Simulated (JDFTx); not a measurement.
# Nb (Im-3m) in JDFTx: further runs

One crystal, Nb, is run at these levels: PBEsol; tasks: equation of state.

Everything below comes from runs of JDFTx 1.7.0 (patched build). Logs are shortened: lines on timing, memory, paths and dates and some standing lists are left out, and cuts for length are marked. The log counts tension as positive stress, the text compression.

**What was measured.**

From “Pressure effects on the electronic structure and superconductivity of (TaNb)0.67(HfZrTi)0.33 high entropy alloy”, 2019, arxiv:1910.08312, for a bulk crystal of Nb: bulk modulus 169 GPa.

The runs below are set against these values where they give the same quantity.

## Step 1: The crystal as given

Symmetry: Im-3m, No. 229, cubic system. Conventional cell: a = 3.328 Å, b = 3.328 Å, c = 3.328 Å, α = 90.00°, β = 90.00°, γ = 90.00°. Nb (site symmetry m-3m) is surrounded by 8 Nb at 2.88 Å.

## Step 2: Equation of state, PBEsol, 17.32 Å³/atom (volume scaled by 0.94)

Contents of Nb.in:

```
lattice \
   -3.0802201456     3.0802201456     3.0802201456 \
    3.0802201456    -3.0802201456     3.0802201456 \
    3.0802201456     3.0802201456    -3.0802201456
coords-type Lattice
ion Nb     0.0000000000     0.0000000000     0.0000000000 1

ion-species pseudo/Nb.upf
elec-cutoff 41
elec-ex-corr gga-PBEsol
kpoint-folding 11 11 11
elec-smearing Fermi 0.0018374661
elec-n-bands 12
electronic-SCF nIterations 100 energyDiffThreshold 1e-09
electronic-minimize nIterations 30 energyDiffThreshold 1e-7
forces-output-coords Cartesian

dump-name run.$VAR
dump End Ecomponents EigStats BandEigs Kpoints Forces Stress ElecDensity Dtot KEdensity
```

Potentials or basis: PseudoDojo-SR-PBEsol-0.4.1-standard.

The run is started by

```console
> jdftx -c 1 -i Nb.in -o Nb.out
```

Log:

```text
*************** JDFTx 1.7.0 (patched build) ***************

[... 9 lines left out ...]
---------- Initializing the Grid ----------
R =
[     -3.08022      3.08022      3.08022  ]
[      3.08022     -3.08022      3.08022  ]
[      3.08022      3.08022     -3.08022  ]
unit cell volume = 116.898
G =
[ -6.80428e-18    1.01992    1.01992  ]
[    1.01992 -6.80428e-18    1.01992  ]
[    1.01992    1.01992 -6.80428e-18  ]
Minimum fftbox size, Smin = [  32  32  32  ]
Chosen fftbox size, S = [  32  32  32  ]

---------- Exchange Correlation functional ----------
Initalized PBEsol GGA exchange.
Initalized PBEsol GGA correlation.

---------- Setting up pseudopotentials ----------
Width of ionic core gaussian charges (only for fluid interactions / plotting) set to 0

Reading pseudopotential file 'pseudo/Nb.upf':
  'Nb' pseudopotential, 'PBESOL' functional
  Generated using ONCVPSP code by D. R. Hamann
  13 valence electrons, 4 orbitals, 6 projectors, 1001 radial grid points, with lMax = 2
    4S    l: 0   occupation:  2.0   eigenvalue: -2.144371
    4P    l: 1   occupation:  6.0   eigenvalue: -1.267571
    4D    l: 2   occupation:  4.0   eigenvalue: -0.112300
    5S    l: 0   occupation:  1.0   eigenvalue: -0.147497
  Core radius for overlap checks: 1.37 bohrs.

Initialized 1 species with 1 total atoms.

Folded 1 k-points by 11x11x11 to 1331 k-points.

---------- Setting up k-points, bands, fillings ----------
Reduced to 56 k-points under symmetry.
Computing the number of bands and number of electrons
Calculating initial fillings.
nElectrons:  13.000000   nBands: 12   nStates: 56

----- Setting up reduced wavefunction bases (one per k-point) -----
average nbasis = 1465.657 , ideal nbasis = 1465.801

---------- Setting up ewald sum ----------
Optimum gaussian width for ewald sums = 1.923223 bohr.
Real space sum over 2197 unit cells with max indices [  6  6  6  ]
Reciprocal space sum over 2197 terms with max indices [  6  6  6  ]

---------- Allocating electronic variables ----------
Initializing wave functions:  linear combination of atomic orbitals
Note: number of bands (12) exceeds available atomic orbitals (10)
Nb pseudo-atom occupations:   s ( 2 2 )  p ( 6 )  d ( 3 )
	FillingsUpdate:  mu: +0.696497816  nElectrons: 13.000000
LCAOMinimize: Iter:   0  F: -57.4537485644373618  |grad|_K:  2.774e-04  alpha:  1.000e+00
	FillingsUpdate:  mu: +0.694809879  nElectrons: 13.000000
LCAOMinimize: Iter:   1  F: -57.4539769661047401  |grad|_K:  4.792e-06  alpha:  7.433e-01  linmin: -2.449e-02  cgtest:  2.925e-01
LCAOMinimize: Encountered beta<0, resetting CG.
	FillingsUpdate:  mu: +0.694801621  nElectrons: 13.000000
LCAOMinimize: Iter:   2  F: -57.4539770546335689  |grad|_K:  2.664e-07  alpha:  9.563e-01  linmin:  5.837e-03  cgtest: -1.806e-02
	FillingsUpdate:  mu: +0.694803191  nElectrons: 13.000000
LCAOMinimize: Iter:   3  F: -57.4539770548476838  |grad|_K:  9.753e-09  alpha:  7.532e-01  linmin: -3.085e-02  cgtest:  2.780e-01
LCAOMinimize: Encountered beta<0, resetting CG.
LCAOMinimize: Converged (|Delta F|<1.000000e-06 for 2 iters).

-------- Electronic minimization -----------
Will mix electronic density at each iteration.
	FillingsUpdate:  mu: +0.694803191  nElectrons: 13.000000
	FillingsUpdate:  mu: +0.687680290  nElectrons: 13.000000
SCF: Cycle:  0   F: -57.472663555815252   dF: -1.869e-02   |Residual|: 2.189e-02   |deigs|: 2.425e-01
	FillingsUpdate:  mu: +0.685813594  nElectrons: 13.000000
SCF: Cycle:  1   F: -57.472962912035364   dF: -2.994e-04   |Residual|: 1.037e-02   |deigs|: 5.607e-03
	FillingsUpdate:  mu: +0.684634592  nElectrons: 13.000000
SCF: Cycle:  2   F: -57.472992104636333   dF: -2.919e-05   |Residual|: 1.927e-03   |deigs|: 2.107e-03
	FillingsUpdate:  mu: +0.684779450  nElectrons: 13.000000
SCF: Cycle:  3   F: -57.472993052187235   dF: -9.476e-07   |Residual|: 2.975e-04   |deigs|: 3.667e-04
	FillingsUpdate:  mu: +0.684745971  nElectrons: 13.000000
SCF: Cycle:  4   F: -57.472993160293939   dF: -1.081e-07   |Residual|: 1.315e-04   |deigs|: 8.462e-05
	FillingsUpdate:  mu: +0.684728987  nElectrons: 13.000000
SCF: Cycle:  5   F: -57.472993172615638   dF: -1.232e-08   |Residual|: 5.392e-05   |deigs|: 5.175e-05
	FillingsUpdate:  mu: +0.684735168  nElectrons: 13.000000
SCF: Cycle:  6   F: -57.472993175981159   dF: -3.366e-09   |Residual|: 1.094e-05   |deigs|: 2.813e-05
	FillingsUpdate:  mu: +0.684734643  nElectrons: 13.000000
SCF: Cycle:  7   F: -57.472993176543817   dF: -5.627e-10   |Residual|: 5.765e-06   |deigs|: 2.257e-05
	FillingsUpdate:  mu: +0.684733844  nElectrons: 13.000000
SCF: Cycle:  8   F: -57.472993176729972   dF: -1.862e-10   |Residual|: 1.011e-06   |deigs|: 1.884e-05
SCF: Converged (|Delta E|<1.000000e-09 for 2 iters).

Setting wave functions to eigenvectors of Hamiltonian

# Stress tensor in Cartesian coordinates [Eh/a0^3]:
[ -0.000104127            0            0  ]
[            0 -0.000104127            0  ]
[            0            0 -0.000104127  ]

# Ionic positions in lattice coordinates:
ion Nb   0.000000000000000   0.000000000000000   0.000000000000000 1

# Forces in Cartesian coordinates:
force Nb   0.000000000000000   0.000000000000000   0.000000000000000 1

# Energy components:
   Eewald =      -49.9177350883113462
       EH =        7.1966233596834233
     Eloc =      -32.5072926739719819
      Enl =        7.7813451672030949
      Exc =      -13.0126018059155317
 Exc_core =        4.7784515591266947
       KE =       18.2087930862681056
-------------------------------------
     Etot =      -57.4724163959175485
       TS =        0.0005767808124239
-------------------------------------
        F =      -57.4729931767299718

IonicMinimize: Iter:   0  F: -57.472993176729972  |grad|_K:  0.000e+00
IonicMinimize: Converged (|grad|_K<1.000000e-04).

#--- Lowdin population analysis ---
# oxidation-state Nb +0.037

Dumping 'run.eigStats' ...
	eMin: -1.306035 at state 0 ( [ +0.000000 +0.000000 +0.000000 ] spin 0 )
	HOMO: +0.684494 at state 3 ( [ +0.000000 +0.000000 +0.272727 ] spin 0 )
	mu  : +0.684734
	LUMO: +0.684877 at state 6 ( [ +0.000000 +0.090909 +0.090909 ] spin 0 )
	eMax: +1.354387 at state 47 ( [ +0.272727 +0.272727 -0.272727 ] spin 0 )
	HOMO-LUMO gap: +0.000383
	Optical gap  : +0.003982 at state 6 ( [ +0.000000 +0.090909 +0.090909 ] spin 0 )
Done!
```

It took 20 s on 1 thread of Arm Neoverse V1, shared host; peak memory 0.07 GiB.

What came out:

* Free energy: -1563.9198 eV
* Pressure: 3.1 GPa
* Band gap on the k mesh: none (metal or under the smearing width)

## Step 3: Equation of state, PBEsol, 17.69 Å³/atom (volume scaled by 0.96)

Nb.in, as its differences from that of step 2:

```diff
@@ -1,5 +1,5 @@
 lattice \
-   -3.0802201456     3.0802201456     3.0802201456 \
-    3.0802201456    -3.0802201456     3.0802201456 \
-    3.0802201456     3.0802201456    -3.0802201456
+   -3.1019125514     3.1019125514     3.1019125514 \
+    3.1019125514    -3.1019125514     3.1019125514 \
+    3.1019125514     3.1019125514    -3.1019125514
 coords-type Lattice
```

Potentials or basis: PseudoDojo-SR-PBEsol-0.4.1-standard.

The run is started by

```console
> jdftx -c 1 -i Nb.in -o Nb.out
```

Run time: 20 s. Hardware: 1 thread of Arm Neoverse V1, shared host; peak memory 0.07 GiB.

It converged, with:

```yaml
Free_energy: -1563.9225 eV
Pressure: -0.8 GPa
Band_gap_on_the_k_mesh: none (metal or under the smearing width)
```

## Step 4: Equation of state, PBEsol, 18.06 Å³/atom (volume scaled by 0.98)

Nb.in, as its differences from that of step 3:

```diff
@@ -1,5 +1,5 @@
 lattice \
-   -3.1019125514     3.1019125514     3.1019125514 \
-    3.1019125514    -3.1019125514     3.1019125514 \
-    3.1019125514     3.1019125514    -3.1019125514
+   -3.1233057277     3.1233057277     3.1233057277 \
+    3.1233057277    -3.1233057277     3.1233057277 \
+    3.1233057277     3.1233057277    -3.1233057277
 coords-type Lattice
```

The run is started by

```console
> jdftx -c 1 -i Nb.in -o Nb.out
```

Wall time 20 s (1 thread of Arm Neoverse V1, shared host); peak memory 0.07 GiB.

Results (log left out):

| Property | Result |
| --- | --- |
| Free energy | -1563.9166 eV |
| Pressure | -4.3 GPa |
| Band gap on the k mesh | none (metal or under the smearing width) |

## Step 5: Equation of state, PBEsol, 18.43 Å³/atom

Nb.in, as its differences from that of step 4:

```diff
@@ -1,5 +1,5 @@
 lattice \
-   -3.1233057277     3.1233057277     3.1233057277 \
-    3.1233057277    -3.1233057277     3.1233057277 \
-    3.1233057277     3.1233057277    -3.1233057277
+   -3.1444097851     3.1444097851     3.1444097851 \
+    3.1444097851    -3.1444097851     3.1444097851 \
+    3.1444097851     3.1444097851    -3.1444097851
 coords-type Lattice
```

The run is started by

```console
> jdftx -c 1 -i Nb.in -o Nb.out
```

It took 21 s on 1 thread of Arm Neoverse V1, shared host; peak memory 0.07 GiB.

The run converged. Its results:

| Quantity | Value |
| --- | --- |
| Free energy | -1563.9030 eV |
| Pressure | -7.6 GPa |
| Band gap on the k mesh | none (metal or under the smearing width) |

## Step 6: Equation of state, PBEsol, 18.80 Å³/atom (volume scaled by 1.02)

Nb.in, as its differences from that of step 5:

```diff
@@ -1,5 +1,5 @@
 lattice \
-   -3.1444097851     3.1444097851     3.1444097851 \
-    3.1444097851    -3.1444097851     3.1444097851 \
-    3.1444097851     3.1444097851    -3.1444097851
+   -3.1652342979     3.1652342979     3.1652342979 \
+    3.1652342979    -3.1652342979     3.1652342979 \
+    3.1652342979     3.1652342979    -3.1652342979
 coords-type Lattice
```

Potentials or basis: PseudoDojo-SR-PBEsol-0.4.1-standard.

The run is started by

```console
> jdftx -c 1 -i Nb.in -o Nb.out
```

It took 21 s on 1 thread of Arm Neoverse V1, shared host; peak memory 0.07 GiB.

Results (log left out):

* Free energy: -1563.8821 eV
* Pressure: -10.6 GPa
* Band gap on the k mesh: none (metal or under the smearing width)

## Step 7: Equation of state, PBEsol, 19.17 Å³/atom (volume scaled by 1.04)

Nb.in, as its differences from that of step 6:

```diff
@@ -1,5 +1,5 @@
 lattice \
-   -3.1652342979     3.1652342979     3.1652342979 \
-    3.1652342979    -3.1652342979     3.1652342979 \
-    3.1652342979     3.1652342979    -3.1652342979
+   -3.1857883432     3.1857883432     3.1857883432 \
+    3.1857883432    -3.1857883432     3.1857883432 \
+    3.1857883432     3.1857883432    -3.1857883432
 coords-type Lattice
```

The run is started by

```console
> jdftx -c 1 -i Nb.in -o Nb.out
```

It took 21 s on 1 thread of Arm Neoverse V1, shared host; peak memory 0.08 GiB.

Results (log left out):

```yaml
Free_energy: -1563.8547 eV
Pressure: -13.3 GPa
Band_gap_on_the_k_mesh: none (metal or under the smearing width)
```

## Step 8: Equation of state, PBEsol, 19.53 Å³/atom (volume scaled by 1.06)

Nb.in, as its differences from that of step 7:

```diff
@@ -1,5 +1,5 @@
 lattice \
-   -3.1857883432     3.1857883432     3.1857883432 \
-    3.1857883432    -3.1857883432     3.1857883432 \
-    3.1857883432     3.1857883432    -3.1857883432
+   -3.2060805359     3.2060805359     3.2060805359 \
+    3.2060805359    -3.2060805359     3.2060805359 \
+    3.2060805359     3.2060805359    -3.2060805359
 coords-type Lattice
```

The run is started by

```console
> jdftx -c 1 -i Nb.in -o Nb.out
```

It took 41 s on 1 thread of Arm Neoverse V1, shared host; peak memory 0.08 GiB.

It converged, with:

```yaml
Free_energy: -1563.8214 eV
Pressure: -15.7 GPa
Band_gap_on_the_k_mesh: none (metal or under the smearing width)
```

## Step 9: Equation of state, PBEsol

Potentials or basis: PseudoDojo-SR-PBEsol-0.4.1-standard.

This step only gathers the single runs of the series.

Results:

| Property | Result |
| --- | --- |
| Equilibrium volume | 17.62 Å³/atom |
| Bulk modulus | 181 GPa |
| Pressure derivative of the bulk modulus | 3.3 |

Energy against volume, from the lowest point:
```tsv
volume (Å³/atom)	energy (meV/atom)
17.322	2.67
17.691	0.00
18.060	5.84
18.428	19.52
18.797	40.37
19.165	67.77
19.534	101.10
```

## Step 10: How close it comes

Step 9. A measured bulk modulus of Nb is 169 GPa (quoted in “Pressure effects on the electronic structure and superconductivity of (TaNb)0.67(HfZrTi)0.33 high entropy alloy”, 2019, arxiv:1910.08312); the calculated 181 GPa misses it by +7.0 %. The fit is for a static lattice scaled at fixed shape and fixed fractional positions.
